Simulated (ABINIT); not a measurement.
**Ir in ABINIT: convergence with k mesh**

The system is Ir.

```
Ir
1.0
    -0.00903    1.95837    1.93892
     1.89839    0.02290    1.90699
     1.89968    1.92773    0.02161
Ir
1
Direct
  0.99766 0.99684 0.98575
```

The cell isn't the ideal one: cell strained at random at fixed volume.

```yaml
Program: ABINIT 10.8.3 (patched build)
Task: single point
Functional: RPBE
Potentials_or_basis: PseudoDojo NC SR PBE v0.4.1 standard
Cutoff: 925 eV
k_mesh: 2 × 2 × 2
Occupations: fermi-dirac, width 0.05 eV
Spin: no spin polarisation
```

These are the settings of the first run; the series varies k mesh, with any setting tied to it.

Hardware: 1 thread of Arm Neoverse V1 (shared host).

| k mesh | energy less the tightest run, at zero smearing (meV/atom) | pressure (GPa) | SCF cycles | CPU time (s) | peak memory (GiB) |
| --- | --- | --- | --- | --- | --- |
| 2 × 2 × 2 | 4919.59 | 94.53 | 13 | 3.7 | 0.07 |
| 4 × 4 × 4 | -483.35 | 5.06 | 9 | 14 | 0.07 |
| 5 × 5 × 5 | 263.49 | 19.59 | 10 | 28 | 0.07 |
| 6 × 6 × 6 | 81.82 | 16.04 | 9 | 44 | 0.08 |
| 7 × 7 × 7 | -58.81 | 13.99 | 9 | 69 | 0.09 |
| 8 × 8 × 8 | 91.46 | 16.61 | 9 | 100 | 0.1 |
| 10 × 10 × 10 | 12.97 | 15.23 | 8 | 180 | 0.15 |
| 12 × 12 × 12 | 0.00 | 14.76 | 8 | 310 | 0.22 |

Not settled before the last step: the energy (to 1 meV/atom), the pressure (to 0.1 GPa). Meshes of other sizes hit other points, so gaps and Fermi surfaces needn't settle smoothly. The tightest run that finished is the yardstick and may itself not be fully converged.

Caveat, for the tightest run too: the potentials were made for another functional, which shifts forces and pressure. Spin-orbit coupling is left out, which matters for the levels of Ir.
